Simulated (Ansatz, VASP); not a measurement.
## ZnO (zincite) in two plane-wave programs

One calculation is typed for both programs; each brings its own data sets and cutoff. How far apart do they land? The cell is taken from a series of VASP runs on this material, whose earlier steps may have relaxed, scaled or displaced it; both programs get it as it stands.

Method: plane waves, with VASP 6.6.1 beside it; relaxation of cell and atoms at PBE, in Ansatz 0.2.0.

**1. The starting structure**

It takes space group P6_3mc (No. 186, hexagonal). The conventional cell has a = 3.289 Å, b = 3.289 Å, c = 5.302 Å, α = 90.00°, β = 90.00°, γ = 120.00°. Nearest to Zn lie 4 O at 2.00 to 2.01 Å. Nearest to O lie 4 Zn at 2.00 to 2.01 Å. Farther neighbours and most contacts between anions are not listed.

Coordinates:

```xyz
4
Lattice="3.2885 0.0000 0.0000 -1.6443 2.8479 0.0000 0.0000 0.0000 5.3019" Properties=species:S:1:pos:R:3 pbc="T T T"
Zn    0.0000    1.8986    2.6493
Zn    1.6443    0.9493    5.3003
O     1.6443    0.9493    2.0111
O     0.0000    1.8986    4.6620
```

**2. VASP: relaxation of cell and atoms, PBE**

The relaxed volume is the usual yardstick between codes: its relative difference is about their pressure difference at one cell divided by the bulk modulus.

Lines of VASP's logs that name or quote its potential files are left out, and so is its time.

INCAR reads:

```
SYSTEM = ZnO
PREC = Accurate
ENCUT = 520
EDIFF = 1E-06
NELM = 100
ISMEAR = 0
SIGMA = 0.05
LREAL = .FALSE.
ALGO = Normal
GGA = PE
NBANDS = 24
LORBIT = 11
LWAVE = .FALSE.
LCHARG = .FALSE.
KPAR = 4
IBRION = 2
NSW = 60
ISIF = 3
EDIFFG = -0.01
```

POSCAR reads:

```
ZnO
1.0
    3.2885064752      0.0000000000      0.0000000000
   -1.6442532376      2.8479301480      0.0000000000
    0.0000000000      0.0000000000      5.3018776255
Zn O
2 2
Direct
    0.3333333333      0.6666666667      0.4996979181
    0.6666666667      0.3333333333      0.9996979181
    0.6666666667      0.3333333333      0.3793120819
    0.3333333333      0.6666666667      0.8793120819
```

KPOINTS reads:

```
Automatic mesh
0
Gamma
8 8 4
0 0 0
```

Potentials, in the order of the species: Zn and O (PBE family, release 64).

The run is started by

```sh
$ mpirun -np 4 vasp_std
```

Numbers of over 12 decimals in the logs are rounded to 6 here.

What it wrote:

```text
[banner, memory and clock lines left out]
running    4 mpi-ranks, on    1 nodes
 distrk:  each k-point on    1 cores,    4 groups
 distr:  one band on    1 cores,    1 groups

 POSCAR found type information on POSCAR ZnO
 POSCAR found :  2 types and       4 ions
 LDA part: xc-table for (Slater+PW92), standard interpolation
 POSCAR, INCAR and KPOINTS ok, starting setup
 FFT: planning ... GRIDC
 FFT: planning ... GRID_SOFT
 FFT: planning ... GRID
 WAVECAR not read
 entering main loop
       N       E                     dE             d eps       ncg     rms          rms(c)
DAV:   1     0.289586938800E+03    0.28959E+03   -0.18656E+04  1440   0.217E+03
DAV:   2     0.736054739614E+01   -0.28223E+03   -0.26815E+03  1592   0.428E+02
DAV:   3    -0.206606836221E+02   -0.28021E+02   -0.27821E+02  1608   0.141E+02
DAV:   4    -0.211050091429E+02   -0.44433E+00   -0.44401E+00  1696   0.189E+01
DAV:   5    -0.211077184938E+02   -0.27094E-02   -0.27093E-02  1592   0.139E+00    0.139E+01
DAV:   6    -0.177228690226E+02    0.33848E+01   -0.92878E+00  2488   0.680E+01    0.843E+00
DAV:   7    -0.178934213611E+02   -0.17055E+00   -0.27136E+00  1560   0.183E+01    0.503E+00
DAV:   8    -0.179067449263E+02   -0.13324E-01   -0.62993E-01  2000   0.773E+00    0.165E+00
DAV:   9    -0.178551151103E+02    0.51630E-01   -0.12906E-01  2144   0.688E+00    0.313E-01
DAV:  10    -0.178578280206E+02   -0.27129E-02   -0.41227E-02  1464   0.148E+00    0.133E-01
DAV:  11    -0.178578783090E+02   -0.50288E-04   -0.70913E-04  1752   0.388E-01    0.461E-02
DAV:  12    -0.178578935848E+02   -0.15276E-04   -0.15826E-04  1952   0.359E-01    0.202E-02
DAV:  13    -0.178579067999E+02   -0.13215E-04   -0.35657E-05  1736   0.109E-01    0.216E-02
DAV:  14    -0.178579005653E+02    0.62346E-05   -0.19123E-05  1872   0.418E-02    0.328E-03
DAV:  15    -0.178579003874E+02    0.17787E-06   -0.25669E-06  1336   0.139E-02
   1 F= -.17857900E+02 E0= -.17857900E+02  d E =-.178579E+02
 curvature:   0.00 expect dE= 0.000E+00 dE for cont linesearch  0.000E+00
 trial: gam= 0.00000 g(F)=  0.146E-04 g(S)=  0.537E-05 ort = 0.000E+00 (trialstep = 0.100E+01)
 search vector abs. value=  0.200E-04
 reached required accuracy - stopping structural energy minimisation
```

OUTCAR, selected parts (step 2):

```text
ion  position               nearest neighbor table
   1  0.333  0.667  0.500-   3 2.00   3 2.00   3 2.00   4 2.01
   2  0.667  0.333  1.000-   4 2.00   4 2.00   4 2.00   3 2.01
   3  0.667  0.333  0.379-   1 2.00   1 2.00   1 2.00   2 2.01
   4  0.333  0.667  0.879-   2 2.00   2 2.00   2 2.00   1 2.01

  LATTYP: Found a hexagonal cell.
 ALAT       =     3.2885064752
 C/A-ratio  =     1.6122448490

 Subroutine GETGRP returns: Found 12 space group operations
 (whereof  6 operations were pure point group operations)

The static configuration has the point symmetry C_3v.
 The point group associated with its full space group is C_6v.

 Found     30 irreducible k-points:

   k-points           NKPTS =     30   k-points in BZ     NKDIM =     30   number of bands    NBANDS=     24

   dimension x,y,z NGX =    24 NGY =   24 NGZ =   40
   dimension x,y,z NGXF=    48 NGYF=   48 NGZF=   80

   ENCUT  =  520.0 eV  38.22 Ry    6.18 a.u.   6.11  6.11  9.86*2*pi/ulx,y,z

   NELECT =      36.0000    total number of electrons

 k-points in reciprocal lattice and weights: Automatic mesh
   0.00000000  0.00000000  0.00000000       0.004
   0.12500000  0.00000000  0.00000000       0.023
   0.25000000  0.00000000  0.00000000       0.023
   0.37500000  0.00000000  0.00000000       0.023
   0.50000000  0.00000000  0.00000000       0.012
   0.12500000  0.12500000  0.00000000       0.023
   0.25000000  0.12500000  0.00000000       0.047
   0.37500000  0.12500000  0.00000000       0.047
   0.25000000  0.25000000  0.00000000       0.023
[...]
0.25000000  0.25000000  0.50000000       0.023
   0.37500000  0.25000000  0.50000000       0.023

 average (electrostatic) potential at core
       1 -36.1244       2 -36.1244       3 -73.3790       4 -73.3790

 E-fermi :   1.1267

 k-point     1 :       0.0000    0.0000    0.0000
  band No.  band energies     occupation
    ...
     14       0.0919      2.00000
     15       0.0919      2.00000
     16       0.7588      2.00000
     17       0.8353      2.00000
     18       0.8353      2.00000
     19       1.5522      0.00000
     20       5.8934      0.00000
     21       8.8896      0.00000
     22      13.5133      0.00000
     23      13.5133      0.00000
    ...

 k-point     2 :       0.1250    0.0000    0.0000
  band No.  band energies     occupation
    ...
     14      -0.4471      2.00000
     15      -0.1022      2.00000
     16       0.0278      2.00000
     17       0.6610      2.00000
     18       0.7305      2.00000
     19       2.5635      0.00000
     20       6.4945      0.00000
     21       8.8936      0.00000
     22      12.1508      0.00000
     23      13.6478      0.00000
    ...

 k-point     3 :       0.2500    0.0000    0.0000
  band No.  band energies     occupation
    ...
     14      -1.5672      2.00000
     15      -0.8601      2.00000
     16      -0.5711      2.00000
     17       0.3597      2.00000
     18       0.4622      2.00000
     19       3.9936      0.00000
     20       7.6481      0.00000
     21       8.8725      0.00000
     22      10.3289      0.00000
     23      12.1826      0.00000
    ...

  Total        0.0087271      0.0087271      0.0171039      0.0000000      0.0000000      0.0000000
  in kB        0.2815934      0.2815934      0.5518845      0.0000000      0.0000000      0.0000000
  external PRESSURE =       0.3716904 kB  Pullay stress =       0.0000000 kB

  energy-cutoff  :      520.00
  volume of cell :       49.65
      direct lattice vectors                 reciprocal lattice vectors
     3.288506475  0.000000000  0.000000000     0.304089412  0.175566104  0.000000000
    -1.644253238  2.847930148  0.000000000     0.000000000  0.351132208  0.000000000
     0.000000000  0.000000000  5.301877626     0.000000000  0.000000000  0.188612426

 POSITION                                       TOTAL-FORCE (eV/Angst)
 -----------------------------------------------------------------------------------
     -0.00000      1.89862      2.64934         0.000000     -0.000000      0.008706
      1.64425      0.94931      5.30028        -0.000000      0.000000      0.008706
      1.64425      0.94931      2.01107         0.000000     -0.000000     -0.008706
     -0.00000      1.89862      4.66201        -0.000000      0.000000     -0.008706
 -----------------------------------------------------------------------------------
    total drift:                               -0.000001     -0.000001     -0.000710

  FREE ENERGIE OF THE ION-ELECTRON SYSTEM (eV)
  ---------------------------------------------------
  free  energy   TOTEN  =       -17.8579003874 eV

  energy  without entropy=      -17.8579003874  energy(sigma->0) =      -17.85790039

 reached required accuracy - stopping structural energy minimisation

 total charge
# of ion       s       p       d       tot
------------------------------------------
    1        0.446   0.452   9.890  10.788
    2        0.446   0.452   9.890  10.788
    3        1.550   3.436   0.000   4.986
    4        1.550   3.436   0.000   4.986
--------------------------------------------------
tot          3.993   7.776  19.780  31.548

[... 3 further parts left out ...]
```

CONTCAR:

```
ZnO
   1.00000000000000
     3.2885064752000002    0.0000000000000000    0.0000000000000000
    -1.6442532376000001    2.8479301480000001    0.0000000000000000
     0.0000000000000000    0.0000000000000000    5.3018776255000004
  Zn              O
     2     2
Direct
     0.3333333332999970    0.6666666667000030    0.4996979180999972
     0.6666666667000030    0.3333333332999970    0.9996979180999972
     0.6666666667000030    0.3333333332999970    0.3793120818999967
     0.3333333332999970    0.6666666667000030    0.8793120818999967
```

The run keeps the 12 symmetry operations of its start, so it cannot find a distortion of lower symmetry.

**3. Ansatz: relaxation of cell and atoms, PBE**

Ansatz runs on its default PAW (the set named soft_2) files.

The same cell, functional, mesh and smearing now go to Ansatz, which takes its cutoff from its data sets.

input.yaml reads:

```yaml
crystal:
  lattice:
    - [3.2885064752, 0.0, 0.0]
    - [-1.6442532376, 2.847930148, 0.0]
    - [0.0, 0.0, 5.3018776255]
  atoms:
    - { symbol: Zn, position: [0.3333333333, 0.6666666667, 0.4996979181] }
    - { symbol: Zn, position: [0.6666666667, 0.3333333333, 0.9996979181] }
    - { symbol: O, position: [0.6666666667, 0.3333333333, 0.3793120819] }
    - { symbol: O, position: [0.3333333333, 0.6666666667, 0.8793120819] }
hamiltonian:
  xc: pbe
  pseudopotentials: { kind: paw }
kpoints:
  mp_grid: { grid: [8, 8, 4] }
scf:
  occupations: { method: gaussian, width: 0.05 }
relax:
  f_tol: 0.01
  max_steps: 60
  cell: { stress_tol: 0.05 }
output:
  forces: true
  stress: true
```

The run is started by

```sh
$ ansatz run input.yaml --threads 4 --pin off --max-ram 9216MiB --backend cpu --events-out ev --progress --plain --runs-dir out
```

What it wrote:

```text
Engine: ansatz 0.2.0, x86_64-unknown-linux-gnu
Pseudopotentials: kind: paw
Pseudopotential: Zn, paw, valence charge 12, recommended cutoff 420 eV (normal), Zn.paw.azcp
Pseudopotential: O, paw, valence charge 6, recommended cutoff 420 eV (normal), O.paw.azcp
Functional definition: PBE
  parameter kappa = 0.804
  parameter beta = 0.066725
  exchange = pbe_x(kappa = kappa, mu = beta*pi^2/3)
  correlation = pbe_c(beta = beta)
Crystal: 4 atoms, lattice volume = 49.654 Å³
Basis set: ecut = 420 eV, 989 PW (Γ), exchange–correlation on 48×48×72 points (8 copies of the dense FFT grid, shifted against one another)
Bands: 22, of which v1, the nominal top of the filled ones, is band 18 counted from 1 (17 counted from 0)
Symmetry: 12 space group operations
Space group: P63mc (ITA 186), of the structure as read, at distance tolerance 3.7e-5 Å
k-points: 30 of 256 (time reversal used)
Non-local potential: Zn, projectors of the file, l = 0: 2, l = 1: 2, l = 2: 3, l = 3: 1
Non-local potential: O, projectors of the file, l = 0: 2, l = 1: 2, l = 2: 1
PAW form: soft (Blöchl's): semilocal exchange-correlation on the pseudo side does not see the compensation charge
PAW one-centre angular grid: Zn, 590 points (default); XC on 64 Gauss nodes
PAW one-centre angular grid: O, 110 points (default); XC on 64 Gauss nodes
Initial density: superposition of atomic densities (neutral atoms: chi_scale 0, normalization atom), corrected by the library's trained network
Initial wavefunctions: pseudopotential atomic-orbital guess
Functional: x = pbe(κ = 0.804, μ = 0.219515), c = pbe(β = 0.066725)
SCF iter   1: F=—  HF=-7773.689982 eV  |F-HF|=—  |Δ(HF+E_count)|=         —  Δρ=6.34e-4  dr2=7.14e-5  ethr=1.77e-3  ⟨swp⟩=5.9  Hψ=2886  notcnv=0
preconditioner: auto → Resta (q_TF=auto, 2.586 Å⁻¹)  ε∞=7.5  [insulator: Δε(μ)=0.734 eV  Ē_g=12.412 eV  σ=0.050 eV  W_gap=1.00  n_scr=22 (ndim 8)  ℏωp=31.6 eV  f_vac=0.043  D(μ)=0.00/eV (n_scr^D=0)  ε∞_Penn≈7.5]
SCF iter   2: F=—  HF=-7773.691386 eV  |F-HF|=—  |Δ(HF+E_count)|=   1.40e-3  Δρ=4.07e-4  dr2=2.69e-5  ethr=1.98e-7  ⟨swp⟩=3.1  Hψ=1766  notcnv=0
SCF iter   3: F=—  HF=-7773.691452 eV  |F-HF|=—  |Δ(HF+E_count)|=   6.64e-5  Δρ=2.40e-4  dr2=1.23e-5  ethr=7.47e-8  ⟨swp⟩=2.0  Hψ=1140  notcnv=0
SCF iter   4: F=—  HF=-7773.691496 eV  |F-HF|=—  |Δ(HF+E_count)|=   4.44e-5  Δρ=7.45e-5  dr2=1.47e-6  ethr=3.42e-8  ⟨swp⟩=2.0  Hψ=1086  notcnv=0
SCF iter   5: F=—  HF=-7773.691502 eV  |F-HF|=—  |Δ(HF+E_count)|=   5.41e-6  Δρ=1.82e-5  dr2=1.01e-7  ethr=4.09e-9  ⟨swp⟩=2.0  Hψ=1152  notcnv=0
SCF iter   6: F=-7773.691502 eV  HF=-7773.691502 eV  |F-HF|=5.69e-9  |Δ(HF+E_count)|=   5.06e-7  Δρ=1.04e-5  dr2=4.05e-8  ethr=2.78e-10  ⟨swp⟩=4.2  Hψ=2401  notcnv=0
SCF 1 converged in 6 iterations: F = -7773.691502 eV  dr2 = 4.05e-8
  greatest PAW one-centre occupation: 0.987 electrons in one spin orbital (limit 2), on the Zn atom at site 1 (counted from 0), in its partial waves of l = 2
relax step   1: F+E_penalty+E_count = -7773.69150237 eV  Δ(F+E_penalty+E_count) = +0.000e0 eV  max|allowed force component| = 6.579e-3 eV/Å  Δτ_max = 0.0000 Å  P = -0.895 GPa  Ω = 49.654 Å³  (6 SCF iters, dr2 threshold 1.00e-7 eV, accepted)
[...]
relax step   2: F+E_penalty+E_count = -7773.69303048 eV  Δ(F+E_penalty+E_count) = -1.528e-3 eV  max|allowed force component| = 6.092e-3 eV/Å  Δτ_max = 0.0003 Å  P = -0.418 GPa  Ω = 49.475 Å³  energy of the carried Pulay correction = +7.838e-4 eV  (5 SCF iters, dr2 threshold 4.00e-7 eV, accepted)
[...]
relax step   3: F+E_penalty+E_count = -7773.69393112 eV  Δ(F+E_penalty+E_count) = -9.006e-4 eV  max|allowed force component| = 4.355e-3 eV/Å  Δτ_max = 0.0004 Å  P = +0.007 GPa  Ω = 49.318 Å³  energy of the carried Pulay correction = +1.473e-3 eV  (5 SCF iters, dr2 threshold 4.00e-7 eV, accepted)
[...]
relax step   4: F+E_penalty+E_count = -7773.69238791 eV  Δ(F+E_penalty+E_count) = +1.543e-3 eV  max|allowed force component| = 4.321e-3 eV/Å  Δτ_max = 0.0000 Å  P = -0.032 GPa  Ω = 49.318 Å³  stress off target by 4.19e-2 GPa  SCF on the basis re-selected at this cell (its energy is not comparable with the rows above)  (7 SCF iters)
basis re-selected at this cell: Δ(F+E_penalty+E_count) = +1.543e-3 eV, ΔP = -0.039 GPa vs the last step (what re-selecting the basis moved, of the pressure what is left beyond the Pulay correction that the steps carried, after the strain that the cell walked since its last selection, with what the two solves' SCF thresholds leave and, on support functions, any second-order correction that the steps lacked; it is no m [...]
SCF converged after 7 iterations
Free energy (F): -7773.692388 eV
Harris-Foulkes:  -7773.692388 eV  (|F-HF|=2.00e-11)
Internal energy: -7773.692388 eV  (E = F + TS)
E sigma→0 (E₀):  -7773.692388 eV
Fermi energy:    7.077579 eV
--- Per-component energies (eV) ---
  E_band       = 50.796100
  E_kinetic    = 610.027786
  E_local      = -4056.562240  (includes V_loc(G=0)·N_el)
  E_nonlocal   = 1335.264695
  E_hartree    = 1665.496678
  E_xc         = -419.292371
  E_vxc        = -288.951602  (∫ρ·V_xc dr)
  E_paw        = -3980.697590  (= ΣΔE_a)
  E_vpaw       = -879.979916  (= ΣTr[D̂ρ^β])
  E_aug_tail   = 0.004116  (compensation charges beyond the density's cutoff)
  E_ewald      = -2927.933462
  E_smearing   = -0.000000  (= −TS)
  E_closure    = -0.000000  (closes the sum)
  Σ components = -7773.692388   (vs F -7773.692388, Δ=0.00e0)
--- Forces (eV/Å), atoms counted from 1 ---
  atom   1  Zn    -0.00000000    -0.00000000     0.00432187
  atom   2  Zn    -0.00000000     0.00000000     0.00432187
  atom   3  O      0.00000000    -0.00000000    -0.00432061
  atom   4  O      0.00000000     0.00000000    -0.00432061
  max |Σ_I F_I| component: 2.50e-6 eV/Å
--- Stress (GPa, compression-positive) ---
       -0.026790       0.000000      -0.000000
        0.000000      -0.026790      -0.000000
       -0.000000      -0.000000      -0.041936
  P = ⅓ Tr σ = -0.0318 GPa (-0.318 kbar)
--- Relaxed structure (3 steps of the walk, 3 accepted, 1 SCFs on fresh bases) ---
  F+E_penalty+E_count = -7773.69238791 eV   max|allowed force component| = 4.321e-3 eV/Å   (the final SCF, on the basis selected at the relaxed cell)
  cell:  # Å, volume = 49.3182 Å³
    - [3.280256, 0.0, 0]
    - [-1.640128, 2.840785, -2.254283850574119e-19]
    - [0, -4.1967100622918946e-19, 5.292500]
  atoms:
    - { symbol: Zn, position: [0.333333, 0.666667, 0.499831] }
    - { symbol: Zn, position: [0.666667, 0.333333, 0.999831] }
    - { symbol: O, position: [0.666667, 0.333333, 0.379179] }
    - { symbol: O, position: [0.333333, 0.666667, 0.879179] }
```

Wall time 4.6 s (4 threads of Intel Xeon Platinum 8488C (Sapphire Rapids), shared host); peak memory 0.43 GiB; 13 s of CPU time.

**4. Side by side**

Known differences besides the potentials themselves: both relaxations stop at a tolerance, which leaves soft axes loose, and VASP keeps its plane-wave basis; the cutoff is 420 eV in Ansatz and 520 eV in VASP; VASP leaves aspherical gradient terms in its spheres out (LASPH is not set), Ansatz keeps them; Ansatz adds a Pulay correction to the stress that steers its cell, VASP none. Total energies have different zeros and are not compared.

Both answers:

| quantity | Ansatz | VASP | difference |
| --- | --- | --- | --- |
| volume (Å³) | 49.32 | 49.65 | -0.68 % |
| edge a after relaxation, in the typed setting (Å) | 3.280 | 3.288 | -0.25 % |
| edge c after relaxation, in the typed setting (Å) | 5.293 | 5.302 | -0.18 % |

The walks stopped with -0.03 GPa left in Ansatz and 0.04 GPa in VASP; each walk ends within a tolerance, so the volume difference is uncertain by about these residues over the bulk modulus, most in soft cells.

**5. What came out**

```
difference in volume (relaxation of cell and atoms, PBE) : -0.68 %
```

What this shows: The difference in volume is -0.68 % (relaxation of cell and atoms, PBE), within the 1.2 % picked in this series as the mark of a large difference, as far as the stopping tolerances let one tell. Such differences can come from data sets, numerical settings and the points named under the comparisons, not from the functional's error against experiment.

[Lines on the potential files, build, host, timing and source positions are cut from VASP's logs without a mark.]

[Logs are printed without paths, hosts, clocks, repeated set-up lines and the standing remarks that a program may print on its own settings, such as how far it seeks lower states.]

[Hosts, paths, dates, database ids (printed as entryN), source tags and the programs' standing remarks are cut or masked in the printed files.]
